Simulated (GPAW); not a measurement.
**Hf: single point with RPBE+D4**

Crystal: Hf.

```
Hf
1.0
     2.88012    0.00000    0.00000
    -1.01376    2.92235    0.00000
    -0.98838   -1.19151    2.76816
Hf
1
Cartesian
  0.0000 0.0000 0.0000
```

This isn't the form of Hf at room conditions, which is hcp.

The cell isn't the ideal one: cell sheared at random, sigma 0.06, atoms nudged by 0.01 Å.

| Item | Value |
| --- | --- |
| Program | GPAW 26.7.0 |
| Task | single point |
| Functional | RPBE |
| Dispersion | D4 |
| Potentials or basis | the program's PAW data sets (release 1.2.1) made for this functional |
| Basis | fd |
| Grid spacing | 0.16 Å |
| k mesh | 11 × 10 × 10 |
| Occupations | fermi-dirac, width 0.05 eV |
| Spin | no spin polarisation |

```yaml
Band_gap_on_the_k_mesh: none (metal or under the smearing width)
Dispersion_energy_per_atom: -0.315 eV
```

Levels at points of the mesh, in eV from the Fermi level:
```tsv
k point	band 2	band 3	band 4	band 5	band 6	band 7	band 8	band 9	band 10
(0.00, 0.00, 0.00)	-30.19	-30.10	-29.91	-6.86	0.42	0.79	2.86	4.20	4.91
(0.00, 0.00, 0.50)	-30.72	-30.19	-29.93	-3.60	-0.36	-0.06	4.25	5.54	6.37
(0.00, 0.50, 0.00)	-30.76	-30.24	-29.95	-3.44	-0.56	0.26	4.30	5.52	6.37
(0.00, 0.50, 0.50)	-30.77	-30.41	-29.97	-3.14	-1.19	1.17	5.04	5.52	7.24
```

Wall time 4.2 min on 1 thread of Arm Neoverse V2 (shared host), peak memory 1.4 GiB.

 The run has no spin-orbit coupling, so splittings on Hf are missing.
